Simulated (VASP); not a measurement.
# Hf (Fm-3m) in VASP: a series of runs, part 2 of 2

VASP 6.6.1. Earlier steps stand in the parts before.

## 3. Single point, HSE06

This run uses another cell than the first one, of 22.95 Å³/atom, 1.023 times its volume.

Contents of POSCAR:

```
Hf
1.0
    0.0000000000      2.2556188136      2.2556188136
    2.2556188136      0.0000000000      2.2556188136
    2.2556188136      2.2556188136      0.0000000000
Hf
1
Direct
    0.0000000000      0.0000000000      0.0000000000
```

Contents of INCAR.step1:

```
SYSTEM = Hf
PREC     = Accurate       ! precision mode
ENCUT    = 520            ! plane-wave cutoff, eV
EDIFF    = 1E-5           ! SCF threshold, eV
ISMEAR   = 0              ! smearing method
SIGMA    = 0.05           ! smearing width, eV
LREAL    = .FALSE.        ! projectors in reciprocal space
LASPH    = .TRUE.         ! aspherical terms in the spheres
NELM     = 100            ! most SCF steps
ALGO     = Normal         ! electronic algorithm
ISIF     = 2              ! what is computed and relaxed
LWAVE    = .TRUE.         ! write WAVECAR
LCHARG   = .FALSE.        ! write CHGCAR
GGA      = PE             ! functional
NBANDS   = 11             ! bands
```

Contents of INCAR.step2:

```
SYSTEM = Hf
PREC     = Accurate       ! precision mode
ENCUT    = 520            ! plane-wave cutoff, eV
EDIFF    = 1E-6           ! SCF threshold, eV
ISMEAR   = 0              ! smearing method
SIGMA    = 0.05           ! smearing width, eV
LREAL    = .FALSE.        ! projectors in reciprocal space
LASPH    = .TRUE.         ! aspherical terms in the spheres
NELM     = 100            ! most SCF steps
ALGO     = Normal         ! electronic algorithm
ISIF     = 2              ! what is computed and relaxed
LWAVE    = .FALSE.        ! write WAVECAR
LCHARG   = .FALSE.        ! write CHGCAR
GGA      = PE             ! functional
LHFCALC  = .TRUE.         ! exact exchange
HFSCREEN = 0.2079         ! screening, 1/A
PRECFOCK = Normal       
ISTART   = 1            
NBANDS   = 11             ! bands
```

Contents of KPOINTS:

```
Automatic mesh
0
G
  8 8 8
  0 0 0
```

Potentials or basis: VASP PAW PBE potentials, release 64 (Hf_pv).

Launch:

```
> cat potpaw_PBE.64/Hf_pv/POTCAR > POTCAR
> cp INCAR.step1 INCAR
> mpirun -np 1 vasp_std > vasp.out
> cp INCAR.step2 INCAR
> mpirun -np 1 vasp_std > vasp.out
```

OUTCAR:

```text
SYSTEM = Hf
   PREC = Accurate
   ENCUT = 520
   EDIFF = 1E-6
   ISMEAR = 0
   LREAL = .FALSE.
   LASPH = .TRUE.
   NELM = 100
   ISIF = 2
   GGA = PE
   LHFCALC = .TRUE.
   HFSCREEN = 0.2079
   PRECFOCK = Normal
   ISTART = 1

 ion  position               nearest neighbor table
   1  0.000  0.000  0.000-

  LATTYP: Found a face centered cubic cell.
 ALAT       =     4.5112376272

  Lattice vectors:

 A1 = (   0.0000000000,   2.2556188136,   2.2556188136)
 A2 = (   2.2556188136,   0.0000000000,   2.2556188136)
 A3 = (   2.2556188136,   2.2556188136,   0.0000000000)

Analysis of symmetry for initial positions (statically):
=====================================================================
 Subroutine PRICEL returns:
 Original cell was already a primitive cell.

 Routine SETGRP: Setting up the symmetry group for a
 face centered cubic supercell.

 Subroutine GETGRP returns: Found 48 space group operations
 (whereof 48 operations were pure point group operations)
 out of a pool of 48 trial point group operations.

The static configuration has the point symmetry O_h .

[... 175 lines left out ...]
  band No.  band energies     occupation
      1     -27.9413      2.00000
      2     -27.9413      2.00000
      3     -27.9413      2.00000
      4      -3.7178      2.00000
      5       6.3424      0.00000
      6       6.3424      0.00000
      7       6.3424      0.00000
      8       9.4297      0.00000
      9       9.4297      0.00000
     10      16.3566      0.00000
     11      18.7781      0.00000
[... 309 lines left out ...]
 k-point    24 :      -0.3750    0.2500    0.1250
  band No.  band energies     occupation
      1     -28.6583      2.00000
      2     -28.2635      2.00000
      3     -28.1095      2.00000
      4       1.9033      2.00000
      5       3.4075      2.00000
      6       4.9736      0.00000
      7       7.4003      0.00000
      8      10.7810      0.00000
      9      12.8414      0.00000
     10      13.4790      0.00000
     11      18.7782      0.00000

 [... further k-points ...]

------------------------ aborting loop because EDIFF is reached ----------------------------------------

  FORCE on cell =-STRESS in cart. coord.  units (eV):
  Direction    XX          YY          ZZ          XY          YZ          ZX
  --------------------------------------------------------------------------------------
  -------------------------------------------------------------------------------------
  Total       -0.2892328     -0.2892328     -0.2892328     -0.0000000     -0.0000000     -0.0000000
  in kB      -20.1897514    -20.1897514    -20.1897514     -0.0000000     -0.0000000     -0.0000000
  external PRESSURE =     -20.1897514 kB  Pullay stress =       0.0000000 kB

 VOLUME and BASIS-vectors are now :
 -----------------------------------------------------------------------------
  energy-cutoff  :      520.00
  volume of cell :       22.95
      direct lattice vectors                 reciprocal lattice vectors
     0.000000000  2.255618814  2.255618814    -0.221668660  0.221668660  0.221668660
     2.255618814  0.000000000  2.255618814     0.221668660 -0.221668660  0.221668660
     2.255618814  2.255618814  0.000000000     0.221668660  0.221668660 -0.221668660

 POSITION                                       TOTAL-FORCE (eV/Angst)
 -----------------------------------------------------------------------------------
      0.00000      0.00000      0.00000        -0.000000     -0.000000     -0.000000
 -----------------------------------------------------------------------------------
    total drift:                               -0.000007     -0.000007     -0.000007

  FREE ENERGIE OF THE ION-ELECTRON SYSTEM (eV)
  ---------------------------------------------------
  free  energy   TOTEN  =       -11.1482074374 eV

  energy  without entropy=      -11.1465525367  energy(sigma->0) =      -11.14737999
```

OUTCAR.step1:

```text
SYSTEM = Hf
   PREC = Accurate
   ENCUT = 520
   EDIFF = 1E-5
   ISMEAR = 0
   LREAL = .FALSE.
   LASPH = .TRUE.
   NELM = 100
[... 555 lines left out ...]
 -----------------------------------------------------------------------------------
      0.00000      0.00000      0.00000         0.000000      0.000000      0.000000
 -----------------------------------------------------------------------------------
    total drift:                                0.000000      0.000000      0.000000

  FREE ENERGIE OF THE ION-ELECTRON SYSTEM (eV)
  ---------------------------------------------------
  free  energy   TOTEN  =        -9.8392432168 eV

  energy  without entropy=       -9.8380569059  energy(sigma->0) =       -9.83865006
```

OSZICAR.step1:

```text
N       E                     dE             d eps       ncg     rms          rms(c)
DAV:   1     0.132466612182E+02    0.13247E+02   -0.58841E+03   638   0.844E+02
DAV:   2    -0.969588087532E+01   -0.22943E+02   -0.22266E+02   812   0.153E+02
DAV:   3    -0.101938550607E+02   -0.49797E+00   -0.49659E+00   807   0.155E+01
DAV:   4    -0.101960870939E+02   -0.22320E-02   -0.22317E-02   738   0.129E+00
DAV:   5    -0.101960996479E+02   -0.12554E-04   -0.12554E-04   777   0.836E-02    0.451E+01
DAV:   6    -0.993254712711E+01    0.26355E+00   -0.22274E-01   698   0.353E+00    0.273E+01
DAV:   7    -0.984487011810E+01    0.87677E-01   -0.36510E-01   731   0.439E+00    0.132E+00
DAV:   8    -0.983918727196E+01    0.56828E-02   -0.30440E-02   707   0.124E+00    0.607E-01
DAV:   9    -0.983924476794E+01   -0.57496E-04   -0.60889E-04   763   0.197E-01    0.542E-02
DAV:  10    -0.983924321677E+01    0.15512E-05   -0.42013E-05   695   0.486E-02
   1 F= -.98392432E+01 E0= -.98386501E+01  d E =-.118631E-02
```

Run time: 32 min. Hardware: 1 thread of Intel Xeon Platinum 8375C at 2.90GHz (Ice Lake), shared host; peak memory 0.26 GiB.

What came out:

```yaml
Free_energy: -11.1482 eV
Pressure: -2.0 GPa
Band_gap_on_the_k_mesh: none (metal or under the smearing width)
```

Caveat: the PAW data sets were made with another functional, which shifts forces and pressure a little. Spin-orbit coupling is left out, which matters for the levels of Hf.
